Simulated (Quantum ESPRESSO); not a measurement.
**InP under changes of volume**

One of the cells (25.167 Å³/atom); the others are scaled copies at fixed shape and fractional positions:

```xyz
2
Lattice="0.0000 2.9305 2.9305 2.9305 0.0000 2.9305 2.9305 2.9305 0.0000" Properties=species:S:1:pos:R:3 pbc="T T T"
In    0.0000    0.0000    0.0000
P     4.3957    4.3957    4.3957
```

- Program: Quantum ESPRESSO 7.5
- Functional: RGE2
- Potentials or basis: PseudoDojo 0.4.1 SR PBE standard
- Cutoff: 952 eV
- Density cutoff: 3810 eV
- k mesh: 8 × 8 × 8
- Occupations: fermi-dirac, width 0.05 eV
- Spin: no spin polarisation

```csv
volume (Å³/atom),energy over the lowest point (meV/atom),pressure (GPa),gap on the mesh (eV)
23.657,43.47,6.9,1.02
24.160,24.75,5.0,0.91
24.663,11.64,3.3,0.80
25.167,3.56,1.8,0.70
25.670,0.00,0.5,0.59
26.173,?,?,?
26.677,4.59,-1.9,0.38
```

Problem. What does the run at 26.173 Å³/atom give?

Solution. Energy over the lowest point 0.48 meV/atom; pressure -0.8 GPa; gap on the mesh 0.49 eV.

Worked out: A Birch-Murnaghan fit of order 3 (a polynomial in V^(-2/3)) to the other rows has its minimum at 25.86 Å³/atom with B0 = V·E''(V) = 63 GPa and B' = 4.6. It gives 0.48 meV/atom at 26.173 Å³/atom, against the run's 0.48, and -dE/dV = -0.8 GPa, against -0.8. A straight line through the other rows of the gap, of slope -5.31 eV per unit of ln V (its deformation potential), gives 0.49 eV, against the run's 0.49.

Energies are extrapolated to zero smearing.

Caveats: the potentials were made for another functional, which shifts forces and pressure; spin-orbit coupling is left out, which moves the levels of the heavy elements.
